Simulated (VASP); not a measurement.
The system is Ge.

```
Ge
1.0
     0.00000    2.82891    2.82891
     2.82891    0.00000    2.82891
     2.82891    2.82891    0.00000
Ge
2
Direct
  0.75000 0.75000 0.75000
  0.50000 0.50000 0.50000
```

- Program: VASP 6.6.1
- Task: single point
- Functional: PBEsol
- Potentials or basis: VASP PAW PBE potentials, release 64 (Ge_d)
- Cutoff: 520 eV
- k mesh: 8 × 8 × 8
- Occupations: fermi-dirac, width 0.05 eV
- Spin: no spin polarisation

On this cell: pressure 0.5 GPa; largest force zero by symmetry; band gap on the k mesh none (metal or under the smearing width).

The same run follows on a disturbed copy (atoms moved at random, drawn with an rms of 0.05 Å):

```
CELL_PARAMETERS angstrom
0.00000 2.82891 2.82891
2.82891 0.00000 2.82891
2.82891 2.82891 0.00000
ATOMIC_POSITIONS crystal
Ge 0.76097 0.73326 0.75334
Ge 0.49345 0.48940 0.51015
```

Q: What changes?

A: The energy (extrapolated to zero smearing) moves by +9.5 meV/atom; pressure 0.7 GPa; largest force 0.685 eV/Å; band gap on the k mesh none (metal or under the smearing width).

Forces in eV/Å, atoms in the order of the input:
```
Ge   0.431 -0.368 -0.386
Ge  -0.431  0.368  0.386
```

Stress tensor (GPa, compression positive):
```
 0.68 -1.07 -1.02
-1.07  0.70  1.21
-1.02  1.21  0.69
```

Caveats: the PAW data sets were made with another functional, which shifts forces and pressure a little; this crystal is a semiconductor, whose small gap the functional closes, so the metal is an error of the method (some runs).
